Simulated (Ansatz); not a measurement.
## What strain does to KCl (zincblende)

KCl built on the zincblende prototype, relaxed with r2SCAN in the plane-wave code Ansatz. The symmetry is F-43m (No. 216, cubic); a = 7.015 Å in the conventional setting, 43.14 Å³ an atom. Around K lie 4 Cl at 3.04 Å; around Cl lie 4 K at 3.04 Å.

The axes x, y and z are those of this cell:
```
CELL_PARAMETERS angstrom
0.00000 3.50728 3.50728
3.50728 0.00000 3.50728
3.50728 3.50728 0.00000
ATOMIC_POSITIONS crystal
K 0.00000 0.00000 0.00000
Cl 0.25000 0.25000 0.25000
```

Unstrained: With PBE the valence top lies at X and the conduction bottom at Γ, 4.776 eV higher; the smallest vertical gap, at Γ, is 4.815 eV. The r2SCAN gap is indirect, 5.351 eV (X to Γ), below the direct gap of 5.390 eV at Γ. HSE06 gives an indirect gap of 6.022 eV, from U to Γ; the least direct gap is 6.059 eV at Γ. Meshes: PBE 6×6×6, r2SCAN 6×6×6, HSE06 4×4×4. Strains are changes of length per length. After each strain the atoms were relaxed again with r2SCAN within the symmetry that the strain leaves, so tilts or polar shifts that break it weren't tested; points keep the names that they have in the unstrained zone. Under uniaxial strain the other axes carry as much stress as the strained one: the cell is very soft in shear and may be mechanically unstable. Note: simulated data, non-magnetic, for a generated structure that need not be the stable one.

Changes of the least gap in eV (an overlap counts as a negative gap):

| strain | volume change (%) | space group | PBE | r2SCAN | HSE06 | G0W0@PBE (mesh) | energy rise, r2SCAN (meV/atom) |
| --- | --- | --- | --- | --- | --- | --- | --- |
| isotropic +5.0 % on every length | +15.8 | F-43m | -0.300 | -0.251 | -0.323 | – | 30.6 |
| isotropic +4.0 % on every length | +12.5 | F-43m | -0.242 | -0.202 | -0.260 | -0.17 | 20.3 |
| uniaxial -1.0 % along z | -1.0 | I-4m2 | +0.016 | +0.013 | +0.018 | +0.01 | 0.2 |
| uniaxial -1.0 % along [111] | -1.0 | R3m | +0.015 | +0.012 | +0.017 | +0.01 | 0.2 |
| uniaxial -2.5 % along x | -2.5 | I-4m2 | +0.041 | +0.034 | +0.046 | +0.03 | 1.1 |

Unstrained, G0W0@PBE with 359 empty bands, a screening cutoff of 150 eV and a 4×4×4 mesh gives 7.80 eV on its mesh; the band count follows the volume. G0W0 values are finite-basis, finite-mesh values.

Isotropic +5.0 % on every length. HSE06: the gap goes from 6.022 to 5.699 eV (-0.323 eV); the edges go from U → Γ to Γ–K (0.67) → Γ. Stress change with r2SCAN, compression positive: xx -1.26, yy -1.26, zz -1.26 GPa.

Isotropic +4.0 % on every length. HSE06: the gap goes from 6.022 to 5.762 eV (-0.260 eV); the edges go from U → Γ to (0, 1/4, -0.292) → Γ. Stress change with r2SCAN, compression positive: xx -1.09, yy -1.09, zz -1.09 GPa.

Uniaxial -1.0 % along z, other directions held. HSE06: the gap goes from 6.022 to 6.040 eV (+0.018 eV); the edges move from U → Γ to X → Γ. Stress change with r2SCAN, compression positive: xx +0.12, yy +0.12, zz +0.13 GPa.

Uniaxial -1.0 % along [111], other directions held. HSE06: the gap goes from 6.022 to 6.039 eV (+0.017 eV); the edges move from U → Γ to X → Γ. Stress change with r2SCAN, compression positive: xx +0.12, yy +0.12, zz +0.12 GPa.

Uniaxial -2.5 % along x, other directions held. HSE06: the gap goes from 6.022 to 6.068 eV (+0.046 eV); the edges move from U → Γ to X → Γ. Stress change with r2SCAN, compression positive: xx +0.32, yy +0.33, zz +0.33 GPa.

Where an edge lies off the special points, it is a point of the mesh or the k point where a search put PBE's edge or least direct gap, reused for the other functionals, whose own edges may lie a little apart.

The meshes of the hybrids are coarse, so their gaps aren't converged to the digits shown.

For some runs the program warns that the potential is rough where the density is thin, which bears on empty states near the vacuum.
